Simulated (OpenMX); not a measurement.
The system is BaTiO3.

```xyz
5
Lattice="3.9998 0.0000 0.0000 0.0000 3.9998 0.0000 0.0000 0.0000 4.0180" Properties=species:S:1:pos:R:3 pbc="T T T"
Ba    0.0000    0.0000    0.0000
Ti    1.9999    1.9999    1.9688
O     0.0000    1.9999    2.0773
O     1.9999    0.0000    2.0773
O     1.9999    1.9999    0.0763
```

Base run:

| Item | Value |
| --- | --- |
| Program | OpenMX 3.8.5 |
| Functional | PBE |
| Potentials or basis | OpenMX 2013 PBE set, Ba10.0-s3p2d2, Ti7.0-s3p2d2, O6.0-s2p2d1, grid cutoff 400 Ry |
| k mesh | 5 × 5 × 5 |
| Occupations | fermi-dirac, width 0.05 eV |
| Spin | no spin polarisation |

Its results: band gap on the k mesh 1.55 eV, indirect (least direct gap 1.77 eV); pressure 3.9 GPa; largest force 0.447 eV/Å.

Q: The run is repeated on the same cell with these changes: potentials or basis from OpenMX 2013 PBE set, Ba10.0-s3p2d2, Ti7.0-s3p2d2, O6.0-s2p2d1, grid cutoff 400 Ry to OpenMX 2013 PBE set, Ba10.0-s3p2d2f1, Ti7.0-s3p2d2f1, O6.0-s3p2d2, grid cutoff 400 Ry; k mesh from 5 × 5 × 5 to 7 × 7 × 7. What comes out?

A: Band gap on the k mesh 1.75 eV, indirect (least direct gap 2.00 eV); pressure 2.8 GPa; largest force 0.168 eV/Å.

Caveats: spin-orbit coupling is left out, which moves the levels of the heavy elements; the mesh misses the band edges, which the band path finds closer together; the basis of atomic orbitals isn't converged, which shifts pressures, moduli and gaps.

Not every run made on this cell is shown here.
